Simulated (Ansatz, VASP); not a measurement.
## Two plane-wave programs on CaH

```
Ca H
1.0
     6.51468    0.00000    0.00000
    -3.25734    5.64187    0.00000
     0.00000    0.00000    3.37372
Ca H
3 3
Direct
  0.50000 0.00000 0.00000
  0.50000 0.50000 0.00000
  0.00000 0.50000 0.00000
  0.00000 0.00000 0.00000
  0.33333 0.66667 0.50000
  0.66667 0.33333 0.50000
```

Alike in both runs: task relaxation of cell and atoms; functional PBE; k mesh 3 × 3 × 6; occupations gaussian, width 0.1 eV; no spin polarisation.

|  | VASP | Ansatz |
| --- | --- | --- |
| version | VASP 6.6.1 | Ansatz 0.2.0 |
| potentials or method | VASP PAW PBE potentials, release 64 (Ca_sv, H) | scalar-relativistic, plane waves, PAW |
| plane-wave cutoff (eV) | 600 | 420 |
| valence electrons in the cell | 33 | 33 |

```csv
,VASP,Ansatz,Ansatz less VASP
"gap on the k mesh at the Fermi level, each at its own relaxed structure (eV)",none,none,-
relaxed volume (Å³/atom),21.13,21.04,-0.096
relaxed cell length with the largest relative difference (Å),6.536,6.516,-0.0203
```

A gap of «none» marks a metal or a gap that the smearing closes.

Caveats: the k mesh is coarse (spacing up to 0.37 Å⁻¹), so the values aren't converged.
